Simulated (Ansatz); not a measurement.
**LiF: what symmetry allows forces and stress to be**

```xyz
2
Lattice="0.2417 2.1750 2.1750 2.1750 0.2417 2.1750 2.1750 2.1750 0.2417" Properties=species:S:1:pos:R:3 pbc="T T T"
Li    0.0395    0.0395    0.0395
F     2.2563    2.2563    2.2563
```

The calculation used DFT PBE, scalar-relativistic, plane waves, PAW (Ansatz).

Plane waves to 420 eV, a k mesh through Γ of 10×10×10 on the computed 2-atom cell and Gaussian smearing (0.02 eV); no spin polarisation.

This distorted cell has space group R3m, with 6 operations.

Without a calculation: in which directions can each atom feel a force?

A force must be left unchanged by every operation that keeps its atom in place, so it lies in the space that those operations leave fixed. Atoms that the group maps onto each other feel forces of one size.
```json
{"atom": "Li1", "site symmetry": "3m", "operations at the site": "6", "equivalent to atom": "1", "allowed force (Cartesian)": "along (0.58, 0.58, 0.58)"}
{"atom": "F2", "site symmetry": "3m", "operations at the site": "6", "equivalent to atom": "2", "allowed force (Cartesian)": "along (0.58, 0.58, 0.58)"}
```

That leaves 2 independent force components of 6, tied by 1 condition that the forces sum to zero, so 1 remains. A relaxation in this cell that keeps the symmetry moves the atoms in these directions alone.

And the stress tensor?

It must be invariant under the point group, which leaves 2 independent components: xx = yy, xx = zz, yy = zz, yz = xz, yz = xy, xz = xy.

Do the computed values obey this?

Yes. Forces (eV/Å):
```
Li1 -0.058 -0.058 -0.058
F2   0.058  0.058  0.058
```

Stress (GPa, compression positive, xx yy zz yz xz xy): -0.10 -0.10 -0.10 -8.25 -8.25 -8.25. The program imposes the same operations on density, forces and stress, so this confirms the analysis and is no independent test of the calculation.